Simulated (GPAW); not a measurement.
KMgF3 in GPAW: the effect of functional

KMgF3:

```
K Mg F
1.0
     3.98590    0.00000    0.00000
     0.00000    3.98590    0.00000
     0.00000    0.00000    3.98590
K Mg F
1 1 3
Direct
  0.50000 0.50000 0.50000
  0.00000 0.00000 0.00000
  0.00000 0.00000 0.50000
  0.00000 0.50000 0.00000
  0.50000 0.00000 0.00000
```

Alike in all runs:

* Program: GPAW 26.7.0
* Task: dielectric tensor
* Cutoff: 650 eV
* Basis: pw
* k mesh: 6 × 6 × 6
* Occupations: fermi-dirac, width 0.001 eV
* Spin: no spin polarisation

Question: One run gave: dielectric constant 1.75 mean. Which functional did it use?
A. PBE
B. AM05
C. GLLB-SC
D. RPBE
E. PBEsol

Answer: C.

```csv
functional,potentials or basis,dielectric constant (mean)
LDA,the program's PAW data sets (release 1.2.1) made for this functional,2.05
AM05,PAW data sets generated in the run's folder for this functional,2.00
PBEsol,PAW data sets generated in the run's folder for this functional,2.02
PBE,GPAW PAW data sets (gpaw-data 1.2.1),1.99
RPBE,the program's PAW data sets (release 1.2.1) made for this functional,1.95
GLLB-SC,the program's PAW data sets (release 1.2.1) made for this functional,1.75
```

Caveats: the long-wavelength limit can be off by a per cent or two; a model potential gives levels but no total energy (some runs); response on these states lacks terms of the Hamiltonian (some runs).
